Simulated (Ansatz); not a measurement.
**Contact densities of ZrS₂ against volume**

```xyz
3
Lattice="3.6300 0.0000 0.0000 -1.8150 3.1437 0.0000 0.0000 0.0000 5.8500" Properties=species:S:1:pos:R:3 pbc="T T T"
Zr    0.0000    0.0000    0.0000
S     0.0000    2.0958    1.4578
S     1.8150    1.0479    4.3922
```

Atoms are numbered in the order listed.

The cell is COD entry 5910006, as deposited and not checked against the literature; nothing was relaxed.

All numbers below come from DFT, PBE, all-electron PAW with datasets made for the crystal, scalar-relativistic (Ansatz 0.2.0).

Sampling and basis: a Γ-centred 10×10×5 k mesh, Fermi–Dirac smearing of 0.01 eV, cutoff 240 eV (chosen by the program for this cell), no spin polarisation.

The contact density is the mean electron density over the nuclear volume; its changes follow the s electrons' response to bonding and compression. Changes below are taken from the unscaled cell, where it is 490589 e/Å³ at Zr1, 19786.4 e/Å³ at S2.

Volumes at which the program chose other datasets or cutoffs are left out.

The datasets are made afresh for each cell, so very small changes are uncertain.

Problem. Tabulate the changes with volume.

Solution. 
```csv
V/V(cell),P (GPa),Δρ(0) Zr1 (e/Å³),Δρ(0) S2 (e/Å³),Vzz Zr1 (10²¹ V/m²),Vzz S2 (10²¹ V/m²)
0.9800,5.2,0.23,-0.11,-1.45,0.19
0.9900,4.1,0.12,-0.05,-1.38,0.16
1.0000,3.0,0.00,0.00,-1.32,0.14
1.0100,2.0,-0.11,0.06,-1.26,0.12
1.0200,1.1,-0.20,0.11,-1.20,0.10
1.0400,-0.7,-0.42,0.23,-1.09,0.06
1.0600,-2.3,-0.63,0.35,-0.98,0.02
```
